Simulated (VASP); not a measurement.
# BAs (I-43m) in VASP: a series of runs, part 2 of 2

VASP 6.6.1. Earlier steps stand in the parts before.

### Step 5. Relaxation of cell and atoms, PBE

This run uses another cell than the first one, of 16.17 Å³/atom, 0.902 times its volume.

The input, INCAR:

```
  ALGO = Fast
  EDIFF = 1E-7
  EDIFFG = -0.04
  ENCUT = 600
  GGA = PE
  IBRION = 2
  ISIF = 3
  ISMEAR = 0
  LASPH = T
  LCHARG = F
  LREAL = F
  LWAVE = F
  NELM = 100
  NSW = 90
  PREC = Accurate
  SIGMA = 0.1
```

The input, KPOINTS:

```
k-points
0
Gamma
  4 4 4
```

The input, POSCAR:

```
BAs
1.0
   -3.1858916100      3.1858916100      3.1858916100
    3.1858916100     -3.1858916100      3.1858916100
    3.1858916100      3.1858916100     -3.1858916100
B As
4 4
Direct
    0.3171980400      0.3171980400      0.3171980400
    0.0000000000      0.0000000000      0.6828019600
    0.0000000000      0.6828019600      0.0000000000
    0.6828019600      0.0000000000      0.0000000000
    0.6828019600      0.6828019600      0.6828019600
    0.0000000000      0.0000000000      0.3171980400
    0.0000000000      0.3171980400      0.0000000000
    0.3171980400      0.0000000000      0.0000000000
```

Command:

```bash
cat potpaw_PBE.64/B/POTCAR potpaw_PBE.64/As/POTCAR > POTCAR
mpirun -np 1 vasp_std > vasp.out
```

Wall time 6.2 min (1 thread of Intel Xeon Platinum 8559C (Emerald Rapids), shared host); peak memory 0.34 GiB.

The run converged. Its results:

```yaml
Free_energy: -42.4825 eV
Relaxed_volume: 18.01 Å³/atom
Relaxed_cell: a = 5.720 Å, b = 5.720 Å, c = 5.720 Å, α = 109.47°, β = 109.47°, γ = 109.47°
Space_group_after_relaxing_to_0.05_Å: I-43m (No. 217)
Energy_gained_by_relaxing: 117.2 meV/atom
Ionic_steps: 11
Pressure_after_relaxing: 0.0 GPa
Largest_force_after_relaxing: 0.007 eV/Å
Band_gap_on_the_k_mesh: 1.08 eV, direct
```

Forces on the atoms (eV/Å):
```
B   -0.004 -0.004 -0.004
B    0.004  0.004 -0.004
B    0.004 -0.004  0.004
B   -0.004  0.004  0.004
As   0.001  0.001  0.001
As  -0.001 -0.001  0.001
As  -0.001  0.001 -0.001
As   0.001 -0.001 -0.001
```

Step by step:
```tsv
step	energy change (eV)	largest force (eV/Å)	pressure (GPa)	volume (Å³)
1	0.0000	2.8436	15.23	129.35
2	0.5896	3.3091	-7.91	160.30
3	-0.8643	0.8287	1.61	141.12
4	-0.8662	0.7652	1.98	140.67
5	-0.8663	0.7319	2.18	140.44
6	-0.9288	0.2063	-0.81	145.66
7	-0.9320	0.1300	-0.31	144.67
8	-0.9366	0.0850	-0.04	144.23
9	-0.9376	0.0595	0.17	143.91
10	-0.9377	0.0546	-0.12	144.22
11	-0.9379	0.0071	0.02	144.07
```

Final structure:
```
B As
1.0
    -3.30249    3.30249    3.30249
     3.30249   -3.30249    3.30249
     3.30249    3.30249   -3.30249
B As
4 4
Direct
  0.31664 0.31664 0.31664
  0.00000 0.00000 0.68336
  0.00000 0.68336 0.00000
  0.68336 0.00000 0.00000
  0.67215 0.67215 0.67215
  0.00000 0.00000 0.32785
  0.00000 0.32785 0.00000
  0.32785 0.00000 0.00000
```

Levels at points of the mesh, in eV from the valence-band top:
| k point | band 13 | band 14 | band 15 | band 16 | band 17 | band 18 | band 19 | band 20 |
| --- | --- | --- | --- | --- | --- | --- | --- | --- |
| (0.00, 0.00, 0.00) | -3.23 | -0.10 | -0.10 | -0.10 | 1.90 | 1.90 | 1.90 | 4.00 |
| (0.50, 0.00, 0.00) | -2.63 | -1.78 | -1.42 | -1.10 | 2.07 | 2.80 | 3.18 | 3.40 |
| (0.50, 0.50, 0.50) | -3.95 | 0.00 | 0.00 | 0.00 | 1.08 | 3.71 | 3.71 | 3.71 |

A k mesh can miss the band edges.

### Step 6. Single point, PBE

This run uses another cell than the first one, of 16.17 Å³/atom, 0.902 times its volume.

The input, INCAR:

```
SYSTEM = BAs
  ALGO = Normal
  EDIFF = 1E-6
  ENCUT = 520
  GGA = PE
  ISIF = 2
  ISMEAR = 0
  LASPH = .True.
  LCHARG = .False.
  LREAL = .False.
  LWAVE = .False.
  NBANDS = 26
  NELM = 100
  PREC = Accurate
  SIGMA = 0.1
```

The input, KPOINTS:

```
k-points
0
Gamma
  4 4 4
  0 0 0
```

POSCAR is that of step 5.

Potentials or basis: VASP PAW PBE potentials, release 64 (B, As).

Command:

```bash
cat potpaw_PBE.64/B/POTCAR potpaw_PBE.64/As/POTCAR > POTCAR
mpirun -np 1 vasp_std > vasp.out
```

OUTCAR:

```text
SYSTEM = BAs
   EDIFF = 1E-6
   ENCUT = 520
   GGA = PE
   ISIF = 2
   ISMEAR = 0
   LASPH = .True.
   LREAL = .False.
   NELM = 100
   PREC = Accurate

 ion  position               nearest neighbor table
   1  0.317  0.317  0.317-   5 2.02   6 2.02   7 2.02   8 2.02
   2  0.000  0.000  0.683-   6 2.02   5 2.02   7 2.02   8 2.02
   3  0.000  0.683  0.000-   7 2.02   6 2.02   5 2.02   8 2.02
   4  0.683  0.000  0.000-   8 2.02   6 2.02   7 2.02   5 2.02
   5  0.683  0.683  0.683-   1 2.02   2 2.02   3 2.02   4 2.02   7 2.86   6 2.86   8 2.86
   6  0.000  0.000  0.317-   2 2.02   1 2.02   3 2.02   4 2.02   7 2.86   8 2.86   5 2.86
   7  0.000  0.317  0.000-   3 2.02   2 2.02   1 2.02   4 2.02   6 2.86   8 2.86   5 2.86
[... 428 lines left out ...]
  in kB      152.3632658    152.3632658    152.3632658      0.0000000      0.0000000     -0.0000000
  external PRESSURE =     152.3632658 kB  Pullay stress =       0.0000000 kB

 VOLUME and BASIS-vectors are now :
 -----------------------------------------------------------------------------
  energy-cutoff  :      520.00
  volume of cell :      129.35
      direct lattice vectors                 reciprocal lattice vectors
    -3.185891610  3.185891610  3.185891610     0.000000000  0.156941937  0.156941937
     3.185891610 -3.185891610  3.185891610     0.156941937  0.000000000  0.156941937
     3.185891610  3.185891610 -3.185891610     0.156941937  0.156941937  0.000000000

 POSITION                                       TOTAL-FORCE (eV/Angst)
 -----------------------------------------------------------------------------------
      1.01056      1.01056      1.01056         0.864297      0.864297      0.864297
      2.17533      2.17533     -2.17533        -0.864297     -0.864297      0.864297
      2.17533     -2.17533      2.17533        -0.864297      0.864297     -0.864297
     -2.17533      2.17533      2.17533         0.864297     -0.864297     -0.864297
      2.17533      2.17533      2.17533        -1.642065     -1.642065     -1.642065
      1.01056      1.01056     -1.01056         1.642065      1.642065     -1.642065
      1.01056     -1.01056      1.01056         1.642065     -1.642065      1.642065
     -1.01056      1.01056      1.01056        -1.642065      1.642065      1.642065
 -----------------------------------------------------------------------------------
    total drift:                                0.000001      0.000001      0.000001

  FREE ENERGIE OF THE ION-ELECTRON SYSTEM (eV)
  ---------------------------------------------------
  free  energy   TOTEN  =       -41.5405936473 eV

  energy  without entropy=      -41.5405909821  energy(sigma->0) =      -41.54059231
```

Wall time 46 s (1 thread of Intel Xeon Platinum 8559C (Emerald Rapids), shared host); peak memory 0.24 GiB.

Results:

```yaml
Free_energy: -41.5406 eV
Pressure: 15.2 GPa
Largest_force: 2.844 eV/Å
Band_gap_on_the_k_mesh: 0.53 eV, indirect (least direct gap 0.68 eV)
```

Forces in eV/Å, atoms in the order of the input:
```
B    0.864  0.864  0.864
B   -0.864 -0.864  0.864
B   -0.864  0.864 -0.864
B    0.864 -0.864 -0.864
As  -1.642 -1.642 -1.642
As   1.642  1.642 -1.642
As   1.642 -1.642  1.642
As  -1.642  1.642  1.642
```

Levels at points of the mesh, in eV from the valence-band top:
| k point | band 12 | band 13 | band 14 | band 15 | band 16 | band 17 | band 18 | band 19 | band 20 | band 21 |
| --- | --- | --- | --- | --- | --- | --- | --- | --- | --- | --- |
| (0.00, 0.00, 0.00) | -3.66 | -3.66 | 0.00 | 0.00 | 0.00 | 2.23 | 2.23 | 2.23 | 5.01 | 5.18 |
| (0.50, 0.00, 0.00) | -3.07 | -2.90 | -1.96 | -1.63 | -0.97 | 2.04 | 3.07 | 3.27 | 3.71 | 4.18 |
| (0.50, 0.50, 0.50) | -4.29 | -4.29 | -0.15 | -0.15 | -0.15 | 0.53 | 4.29 | 4.29 | 4.29 | 4.80 |

Caveat: so large a pressure means that the cell lies far from this level's equilibrium, or that cutoff or potentials fall short; forces of over 1 eV/Å show positions far from the minimum, so gaps and moduli don't describe the material at rest.

### Step 7. Overview

```csv
task,cell,k mesh,cutoff (eV),smearing,gap on the mesh (eV),pressure (GPa),relaxed volume (Å³/atom),largest force (eV/Å)
single point,"I-43m, 17.93 Å³/atom",6 × 6 × 6,520,gaussian 0.02 eV,1.08,0.5,-,0.02
relaxation of cell and atoms,relaxed,6 × 6 × 6,600,gaussian 0.02 eV,1.08,0.0,18.01,-
single point,"I-43m, 17.91 Å³/atom",4 × 4 × 4,520,gaussian 0.1 eV,1.07,0.5,-,0.04
relaxation of cell and atoms,relaxed,4 × 4 × 4,600,gaussian 0.1 eV,1.08,0.0,18.01,0.01
single point,"I-43m, 16.17 Å³/atom",4 × 4 × 4,520,gaussian 0.1 eV,0.53,15.2,-,2.84
```

Alike in all rows: level PBE; potentials or basis VASP PAW PBE potentials, release 64 (B, As); no spin polarisation.

On the cell as given the gap runs from 0.53 eV (PBE) to 1.08 eV (PBE); the meshes differ, which moves gaps too.

Caveats: so large a pressure means that the cell lies far from this level's equilibrium, or that cutoff or potentials fall short (some runs); forces of over 1 eV/Å show positions far from the minimum, so gaps and moduli don't describe the material at rest (some runs).

Total energies depend on the potentials used, so only differences within one code and one set of settings carry meaning.
